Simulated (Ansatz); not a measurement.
(001) slab cut from the bulk of NiGe, Pnma (No. 62); the slab's formula is NiGe:

```
CELL_PARAMETERS angstrom
3.44002 0.00000 0.00000
0.00000 5.31079 0.00000
0.00000 0.00000 25.90187
ATOMIC_POSITIONS crystal
Ni 0.25000 0.99299 0.28955
Ni 0.25000 0.49299 0.31664
Ge 0.75000 0.18836 0.33891
Ge 0.25000 0.81164 0.37808
Ni 0.75000 0.50701 0.40034
Ni 0.75000 0.00701 0.42743
Ge 0.25000 0.31164 0.44970
Ge 0.75000 0.68836 0.48887
Ni 0.25000 0.99299 0.51113
Ni 0.25000 0.49299 0.53822
Ge 0.75000 0.18836 0.56048
Ge 0.25000 0.81164 0.59966
Ni 0.75000 0.50701 0.62192
Ni 0.75000 0.00701 0.64901
Ge 0.25000 0.31164 0.67127
Ge 0.75000 0.68836 0.71045
```

Theory: DFT PBEsol, scalar-relativistic, plane waves, PAW in Ansatz. Settings: cutoff 420 eV, Γ-centred mesh 10×7×1 on the computed 16-atom cell, Gaussian smearing of 0.10 eV; no spin polarisation. A dipole correction removes the field between periodic images along c.

Problem. What forces act on the atoms?

Solution.
```csv
atom,Fx (eV/Å),Fy (eV/Å),Fz (eV/Å)
Ni1,0.000,0.036,1.650
Ni2,0.000,-0.154,0.584
Ge3,0.000,0.110,-1.246
Ge4,0.000,-0.245,-0.740
Ni5,0.000,0.130,-0.005
Ni6,0.000,0.032,-0.277
Ge7,0.000,0.054,0.097
Ge8,0.000,-0.013,0.017
Ni9,0.000,-0.024,-0.056
Ni10,0.000,-0.010,-0.040
Ge11,0.000,0.123,-0.036
Ge12,0.000,-0.089,0.224
Ni13,0.000,0.154,-0.321
Ni14,0.000,0.222,-0.070
Ge15,0.000,0.077,0.281
Ge16,0.000,-0.404,-0.060
```

Cost: 1 run of about 1.9 core-minutes, on Intel Xeon 6975P-C (Granite Rapids) (shared hosts).